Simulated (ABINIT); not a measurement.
# Zn (C2/m) in ABINIT: reference runs, part 2 of 2

ABINIT 10.8.3 (patched build). Earlier steps stand in the parts before.

### Step 3. Equation of state, PBEsol

run.abi reads:

```
# Datasets: one volume each
ndtset 7
scalecart1 3*0.9795861087
scalecart2 3*0.9864848297
scalecart3 3*0.9932883884
scalecart4 3*1.0000000000
scalecart5 3*1.0066227096
scalecart6 3*1.0131594038
scalecart7 3*1.0196128224

# Pseudopotentials
pp_dirpath "./"
pseudos "Zn.GGA_PBE-JTH.xml"

# Structure
acell 4.9483171174 4.9483171174 14.1198739316
rprim
     0.8661976043    -0.4997016214     0.0000000000
     0.8661976043     0.4997016214     0.0000000000
    -0.2130265715     0.0000000000     0.9770464062
ntypat 1
znucl 30
natom 3
typat 1 1 1
xred
     0.7780178600     0.7780178600     0.3345049800
     0.2219821400     0.2219821400     0.6654950200
     0.0000000000     0.0000000000     0.0000000000
chkprim 0
chksymtnons 0
tolsym 1.0e-6

# Plane-wave basis
ecut 22.0
pawecutdg 44.0
pawxcdev 0

# k points
kptopt 1
ngkpt 12 12 4
nshiftk 1
shiftk 0.0 0.0 0.0

# Exchange and correlation
ixc -116133

# Bands and occupations
nband 22
occopt 3
tsmear 0.05 eV

# SCF cycle
nstep 100
tolvrs 1.0e-9

# Output
iomode 3
prtwf 0
prtden 0
prteig 0
prtebands 0
```

Potentials or basis: JTH PAW PBE v2.0.

On the command line:

```sh
> mpirun --bind-to none -np 4 abinit run.abi > log 2>&1
```

run.abo:

```text
.Version 10.8.3 of ABINIT
 DATASET    1 : space group C2/m (# 12); Bravais mC (1-face-center monocl.)
================================================================================
 Values of the parameters that define the memory need for DATASET  1.
     intxc =       0    ionmov =       0      iscf =      17    lmnmax =      18
     lnmax =       6     mgfft =      60  mpssoang =       3    mqgrid =    4036
     natom =       3  nloc_mem =       2    nspden =       1   nspinor =       1
    nsppol =       1      nsym =       4    n1xccc =       1    ntypat =       1
    occopt =       3   xclevel =       2
       mpw =        1369          nfft =       34560          nkpt =         164
Pmy_natom=         1
 PAW method is used; the additional fine FFT grid is defined by:
   mgfftf=        90    nfftf =     81000
================================================================================
================================================================================
[... 77 lines left out ...]
================================================================================
 Values of the parameters that define the memory need for DATASET  7.
     intxc =       0    ionmov =       0      iscf =      17    lmnmax =      18
     lnmax =       6     mgfft =      64  mpssoang =       3    mqgrid =    4201
     natom =       3  nloc_mem =       2    nspden =       1   nspinor =       1
    nsppol =       1      nsym =       4    n1xccc =       1    ntypat =       1
    occopt =       3   xclevel =       2
       mpw =        1544          nfft =       36864          nkpt =         164
Pmy_natom=         1
 PAW method is used; the additional fine FFT grid is defined by:
   mgfftf=        90    nfftf =     92160
================================================================================
================================================================================

--------------------------------------------------------------------------------
------------- Echo of variables that govern the present computation ------------
--------------------------------------------------------------------------------
 -outvars: echo values of preprocessed input variables --------
            acell      4.9483171174E+00  4.9483171174E+00  1.4119873932E+01 Bohr
              amu      6.53900000E+01
          chkprim           0
      chksymtnons           0
             ecut      2.20000000E+01 Hartree
                       outvar_i_n : Printing only first  50 k-points.
              ixc     -116133
           jdtset        1    2    3    4    5    6    7
                       outvar_i_n : Printing only first  50 k-points.
         kptrlatt       12    0    0      0   12    0      0    0    4
          kptrlen1     5.53265294E+01
          kptrlen2     5.57161657E+01
          kptrlen3     5.61004273E+01
          kptrlen4     5.64794957E+01
          kptrlen5     5.68535430E+01
          kptrlen6     5.72227322E+01
          kptrlen7     5.75872180E+01
            natom           3
            nband          22
           ndtset           7
            ngfft1         24      24      60
            ngfft2         24      24      60
            ngfft3         24      24      60
            ngfft4         24      24      60
            ngfft5         24      24      64
            ngfft6         24      24      64
            ngfft7         24      24      64
          ngfftdg1         30      30      90
          ngfftdg2         30      30      90
          ngfftdg3         30      30      90
[... 82 lines left out ...]
                       0.0000000000E+00  0.0000000000E+00  0.0000000000E+00
            xcart7     5.7744260923E+00  7.7867249352E-18  4.7052628237E+00
                      -1.0075737284E-01  2.1144485902E-17  9.3610832848E+00
                       0.0000000000E+00  0.0000000000E+00  0.0000000000E+00
             xred      7.7801786000E-01  7.7801786000E-01  3.3450498000E-01
                       2.2198214000E-01  2.2198214000E-01  6.6549502000E-01
                       0.0000000000E+00  0.0000000000E+00  0.0000000000E+00
            znucl       30.00000

================================================================================

 chkinp: Checking input parameters for consistency, jdtset=   1.

 chkinp: Checking input parameters for consistency, jdtset=   2.
[... 39 lines left out ...]
--- Pseudopotential description ------------------------------------------------
- pspini: atom type   1  psp file is ./Zn.GGA_PBE-JTH.xml
 Pseudopotential format is: paw10
 basis_size (lnmax)=  6 (lmn_size= 18), orbitals=   0   0   1   1   2   2
 Spheres core radius: rc_sph= 2.30769763
 Shapefunction is SIN type: shapef(r)=[sin(pi*r/rshp)/(pi*r/rshp)]**2
 Radius for shape functions =  1.80965103
 Compensation charge density is not taken into account in XC energy/potential

   8.90537556E+02                                ecore*ucvol(ha*bohr**3)
--------------------------------------------------------------------------------

================================================================================

--- !BeginCycle
iteration_state: {dtset: 1, }
solver: {iscf: 17, nstep: 100, nline: 4, wfoptalg: 10, }
tolerances: {tolvrs: 1.00E-09, }
...
[... 1152 lines left out ...]
     iter   Etot(hartree)      deltaE(h)  residm     nres2
 ETOT  1  -192.05269198912    -1.921E+02 1.384E+01 4.118E+00
 ETOT  2  -192.90417619505    -8.515E-01 6.413E-01 9.616E-01
 ETOT  3  -192.90219526294     1.981E-03 6.054E-01 4.702E-01
 ETOT  4  -192.90070187966     1.493E-03 1.150E-01 5.594E-02
 ETOT  5  -192.90088667639    -1.848E-04 8.411E-02 1.450E-02
 ETOT  6  -192.90112170312    -2.350E-04 3.867E-02 3.870E-03
 ETOT  7  -192.90136581279    -2.441E-04 2.887E-02 1.933E-03
 ETOT  8  -192.90136950595    -3.693E-06 1.154E-02 5.502E-04
 ETOT  9  -192.90137530553    -5.800E-06 2.346E-02 2.113E-03
 ETOT 10  -192.90138492245    -9.617E-06 1.390E-02 1.873E-03
[... 45 further cycles ...]
 ETOT 56  -192.90137740320     3.650E-10 3.152E-06 1.097E-07
 ETOT 57  -192.90137740339    -1.939E-10 1.460E-05 1.909E-07
 ETOT 58  -192.90137740318     2.076E-10 3.000E-06 2.303E-08
 ETOT 59  -192.90137740345    -2.703E-10 1.421E-05 4.089E-08
 ETOT 60  -192.90137740341     4.488E-11 2.885E-06 3.529E-08
 ETOT 61  -192.90137740333     8.140E-11 1.395E-05 2.311E-08
 ETOT 62  -192.90137740336    -2.967E-11 2.781E-06 2.821E-08
 ETOT 63  -192.90137740323     1.216E-10 1.365E-05 2.349E-09
 ETOT 64  -192.90137740329    -5.383E-11 2.675E-06 6.927E-09
 ETOT 65  -192.90137740326     3.294E-11 1.348E-05 2.032E-10
[... 362 lines left out ...]
-Cartesian components of stress tensor (GPa)         [Pressure= -5.8264E+00 GPa]
- sigma(1 1)=  7.39790260E+00  sigma(3 2)=  0.00000000E+00
- sigma(2 2)=  8.42999493E+00  sigma(3 1)=  5.38637506E-01
- sigma(3 3)=  1.65132686E+00  sigma(2 1)=  0.00000000E+00

== END DATASET(S) ==============================================================
================================================================================

 -outvars: echo values of variables after computation  --------
            acell      4.9483171174E+00  4.9483171174E+00  1.4119873932E+01 Bohr
           etotal1    -1.9290165909E+02
           etotal2    -1.9290236233E+02
           etotal3    -1.9290263772E+02
           etotal4    -1.9290253282E+02
           etotal5    -1.9290209743E+02
           etotal6    -1.9290137740E+02
           etotal7    -1.9290041404E+02
            fcart1     2.4549088404E-05 -1.1762228007E-21 -2.1679174666E-04
                      -2.4549088404E-05  1.1762228007E-21  2.1679174666E-04
                      -0.0000000000E+00 -0.0000000000E+00 -0.0000000000E+00
            fcart2    -5.0749731264E-05 -3.2655429758E-21 -8.9102191069E-05
                       5.0749731264E-05  3.2655429758E-21  8.9102191069E-05
                      -0.0000000000E+00 -0.0000000000E+00 -0.0000000000E+00
            fcart3    -9.1798946689E-05  5.6210780502E-21 -7.2871475268E-05
                       9.1798946689E-05  2.5750548832E-21  7.2871475268E-05
                      -0.0000000000E+00 -8.1961329334E-21 -0.0000000000E+00
            fcart4    -1.1741211341E-04  1.3314618134E-22 -1.1571567557E-04
[... 52 lines left out ...]
           xangst3     2.9768025562E+00 -3.3549312749E-17  2.4256329854E+00
                      -5.1941924659E-02 -4.7877572810E-17  4.8257776974E+00
                       0.0000000000E+00  0.0000000000E+00  0.0000000000E+00
           xangst4     2.9969166971E+00  5.1285974912E-17  2.4420228946E+00
                      -5.2292894255E-02  2.6687279001E-17  4.8583852925E+00
                       0.0000000000E+00  0.0000000000E+00  0.0000000000E+00
           xangst5     3.0167644061E+00  2.0072415738E-16  2.4581957031E+00
                      -5.2639214907E-02  1.8625837238E-17  4.8905609674E+00
                       0.0000000000E+00  0.0000000000E+00  0.0000000000E+00
           xangst6     3.0363543340E+00 -4.1163817447E-17  2.4741584600E+00
                      -5.2981037566E-02 -2.7456654921E-18  4.9223187463E+00
                       0.0000000000E+00  0.0000000000E+00  0.0000000000E+00
           xangst7     3.0556946920E+00  4.1205573805E-18  2.4899178559E+00
                      -5.3318505502E-02  1.1189180068E-17  4.9536719403E+00
                       0.0000000000E+00  0.0000000000E+00  0.0000000000E+00
             xred      7.7801786000E-01  7.7801786000E-01  3.3450498000E-01
                       2.2198214000E-01  2.2198214000E-01  6.6549502000E-01
                       0.0000000000E+00  0.0000000000E+00  0.0000000000E+00
 Calculation completed.
```

Wall time 15 min (4 MPI ranks of Arm Neoverse V2, shared host); peak memory 0.64 GiB.

What came out:

| Item | Value |
| --- | --- |
| Equilibrium volume | 14.21 Å³/atom |
| Bulk modulus at fixed shape and positions | 91 GPa |
| Pressure derivative of the bulk modulus | 5.9 (rough: it moves with the points fitted) |

Energy against volume, from the lowest point:
| volume (Å³/atom) | energy (meV/atom) |
| --- | --- |
| 13.578 | 8.88 |
| 13.867 | 2.50 |
| 14.156 | 0.00 |
| 14.444 | 0.95 |
| 14.733 | 4.90 |
| 15.022 | 11.43 |
| 15.311 | 20.17 |

Caveat: pressures at fixed basis lie under the slope of the energies; the cell was scaled at fixed shape and fractional positions, which overstates the stiffness of a crystal with free parameters, most of all of layers and chains; the PAW data sets were made with another functional, which shifts forces and pressure a little.

### Step 4. Single point, PBEsol (atoms moved at random, drawn with an rms of 0.05 Å)

run.abi reads:

```
pp_dirpath "./"
pseudos "Zn.GGA_PBE-JTH.xml"

acell 3*1.0 Angstrom
rprim
     2.2681701736    -1.3084870100     0.0000000000
     2.2681701736     1.3084870100     0.0000000000
    -1.5917165425     0.0000000000     7.3004081919
ntypat 1
znucl 30
natom 3
typat 1 1 1
xred
     0.7957720000     0.7623420000     0.3380220000
     0.2277230000     0.2232540000     0.6708490000
    -0.0010090000     0.0084540000    -0.0005550000
chkprim 0
chksymtnons 0
tolsym 1.0e-6

ecut 22.0
pawecutdg 44.0
pawxcdev 0

kptopt 1
ngkpt 12 12 4
nshiftk 1
shiftk 0.0 0.0 0.0

ixc -116133

nband 22
occopt 3
tsmear 0.05 eV

nstep 100
tolvrs 1.0e-9

iomode 3
prtwf 0
prtden 0
prteig 0
prtebands 0
enunit 2
```

Potentials or basis: JTH PAW PBE v2.0.

On the command line:

```sh
> mpirun --bind-to none -np 4 abinit run.abi > log 2>&1
```

run.abo:

```text
.Version 10.8.3 of ABINIT
 Symmetries : space group P1 (#  1); Bravais aP (primitive triclinic)
================================================================================
 Values of the parameters that define the memory need of the present run
     intxc =       0    ionmov =       0      iscf =      17    lmnmax =      18
     lnmax =       6     mgfft =      60  mpssoang =       3    mqgrid =    4120
     natom =       3  nloc_mem =       2    nspden =       1   nspinor =       1
    nsppol =       1      nsym =       1    n1xccc =       1    ntypat =       1
    occopt =       3   xclevel =       2
       mpw =        1455          nfft =       34560          nkpt =         292
Pmy_natom=         1
 PAW method is used; the additional fine FFT grid is defined by:
   mgfftf=        90    nfftf =     81000
================================================================================
================================================================================

--------------------------------------------------------------------------------
------------- Echo of variables that govern the present computation ------------
--------------------------------------------------------------------------------
 -outvars: echo values of preprocessed input variables --------
            acell      1.8897261259E+00  1.8897261259E+00  1.8897261259E+00 Bohr
              amu      6.53900000E+01
          chkprim           0
      chksymtnons           0
             ecut      2.20000000E+01 Hartree
           enunit           2
                       outvar_i_n : Printing only first  50 k-points.
              ixc     -116133
                       outvar_i_n : Printing only first  50 k-points.
         kptrlatt       12    0    0      0   12    0      0    0    4
          kptrlen      5.64794958E+01
            natom           3
            nband          22
            ngfft          24      24      60
          ngfftdg          30      30      90
             nkpt         292
            nstep         100
             nsym           1
           ntypat           1
                       prtocc : prtvol=0, do not print more k-points.
           occopt           3
        pawecutdg      4.40000000E+01 Hartree
         pawxcdev           0
           prtden           0
        prtebands           0
           prteig           0
            prtwf           0
            rprim      2.2681701736E+00 -1.3084870100E+00  0.0000000000E+00
[... 210 lines left out ...]
 kpt#   1, nband= 22, wtk=  0.00174, kpt=  0.0000  0.0000  0.0000 (reduced coord)
   0.22952    2.08191    2.08994    3.07680    3.31712    3.32098    3.34201    3.34774
   3.38569    3.39310    3.75766    3.77092    3.93010    3.93765    3.94268    3.95693
   4.06536    4.13501   12.68709   12.83160   25.02295   28.67730
 prteigrs : prtvol=0 or 1, do not print more k-points.

--- !EnergyTerms
iteration_state     : {dtset: 1, }
comment             : Components of total free energy in Hartree
kinetic             :  1.96563490185454E+01
hartree             :  4.05616699053702E+01
xc                  : -5.33399336725999E+00
Ewald energy        : -1.35161432364478E+02
psp_core            :  3.04532359330216E+00
local_psp           : -1.64034256945325E+02
PAW spherical_terms :  4.83641634044112E+01
internal            : -1.92902176755434E+02
'-kT*entropy'       : -2.75269735742204E-04
total_energy        : -1.92902452025170E+02
total_energy_eV     : -5.24914312985371E+03
...

--- !EnergyTermsDC
iteration_state     : {dtset: 1, }
comment             : '"Double-counting" decomposition of free energy'
band_energy         :  5.28774345542331E+00
Ewald energy        : -1.35161432364478E+02
psp_core            :  3.04532359330216E+00
xc_dc               : -3.93637540995869E+01
PAW spherical_terms : -2.67100461706325E+01
internal            : -1.92902165585972E+02
'-kT*entropy'       : -2.75269735742204E-04
total_energy_dc     : -1.92902440855708E+02
total_energy_dc_eV  : -5.24914282591716E+03
...

--- !EnergyTermsWithPAWCore
iteration_state     : {dtset: 1, }
comment             : 'Components of total free energy, including PAW core contributions'
Total energy        : -5.38397971672648E+03
Total energy DC     : -5.38397970555702E+03
Total energy (eV)   : -1.46505551612372E+05
Total energy DC (eV): -1.46505551308435E+05
...

 Cartesian components of stress tensor (hartree/bohr^3)
  sigma(1 1)=  1.09748708E-04  sigma(3 2)=  1.60103379E-06
  sigma(2 2)=  1.30470611E-04  sigma(3 1)=  1.47521099E-05
  sigma(3 3)= -6.76231287E-05  sigma(2 1)=  1.34073908E-06

-Cartesian components of stress tensor (GPa)         [Pressure= -1.6927E+00 GPa]
- sigma(1 1)=  3.22891846E+00  sigma(3 2)=  4.71040403E-02
- sigma(2 2)=  3.83857790E+00  sigma(3 1)=  4.34022057E-01
- sigma(3 3)= -1.98954114E+00  sigma(2 1)=  3.94459055E-02

== END DATASET(S) ==============================================================
================================================================================

 -outvars: echo values of variables after computation  --------
            acell      1.8897261259E+00  1.8897261259E+00  1.8897261259E+00 Bohr
           etotal     -1.9290244086E+02
            fcart      3.0361595861E-05  5.9137048445E-04 -5.3473483563E-04
                       3.4040091074E-05 -9.5263288215E-05 -1.3213902116E-03
                      -6.4401686935E-05 -4.9610719623E-04  1.8561250473E-03
            rprim      2.2681701736E+00 -1.3084870100E+00  0.0000000000E+00
                       2.2681701736E+00  1.3084870100E+00  0.0000000000E+00
                      -1.5917165425E+00  0.0000000000E+00  7.3004081919E+00
           strten      1.0974870760E-04  1.3047061102E-04 -6.7623128723E-05
                       1.6010337869E-06  1.4752109869E-05  1.3407390782E-06
           xangst      2.9960324927E+00 -4.3742720744E-02  2.4676985778E+00
                      -4.4908870440E-02 -5.8476284477E-03  4.8974715351E+00
                       1.7769929624E-02  1.2382212576E-02 -4.0517265465E-03
             xred      7.9577200000E-01  7.6234200000E-01  3.3802200000E-01
                       2.2772300000E-01  2.2325400000E-01  6.7084900000E-01
                      -1.0090000000E-03  8.4540000000E-03 -5.5500000000E-04
 Calculation completed.
```

Wall time 3.6 min (4 MPI ranks of Arm Neoverse V2, shared host); peak memory 0.6 GiB.

Results:

- Free energy: -5249.1428 eV
- Pressure: -1.7 GPa
- Largest force: 0.099 eV/Å
- Band gap on the k mesh: none (metal or under the smearing width)
- Valence electrons inside the program's atomic spheres: Zn 10.79, 10.80 (radii [1.2212] Å)

Forces in eV/Å, atoms in the order of the input:
```
Zn   0.002  0.030 -0.027
Zn   0.002 -0.005 -0.068
Zn  -0.003 -0.026  0.095
```

Stress tensor (GPa, compression positive):
```
-3.23 -0.04 -0.43
-0.04 -3.84 -0.05
-0.43 -0.05  1.99
```

Caveat: the PAW data sets were made with another functional, which shifts forces and pressure a little.

### Step 5. Summary

```tsv
task	cell	gap on the mesh (eV)	pressure (GPa)	largest force (eV/Å)
single point	as given	none	-1.7	0.01
equation of state	as given	-	-	-
single point	atoms moved at random, drawn with an rms of 0.05 Å	none	-1.7	0.10
```

Alike in all rows: level PBEsol; potentials or basis JTH PAW PBE v2.0; no spin polarisation; k mesh 12 × 12 × 4; cutoff (eV) 599; smearing fermi-dirac 0.05 eV.

Caveats: the PAW data sets were made with another functional, which shifts forces and pressure a little; pressures at fixed basis lie under the slope of the energies (some runs); the cell was scaled at fixed shape and fractional positions, which overstates the stiffness of a crystal with free parameters, most of all of layers and chains (some runs).

Absolute energies hang on the potentials; compare differences alone.
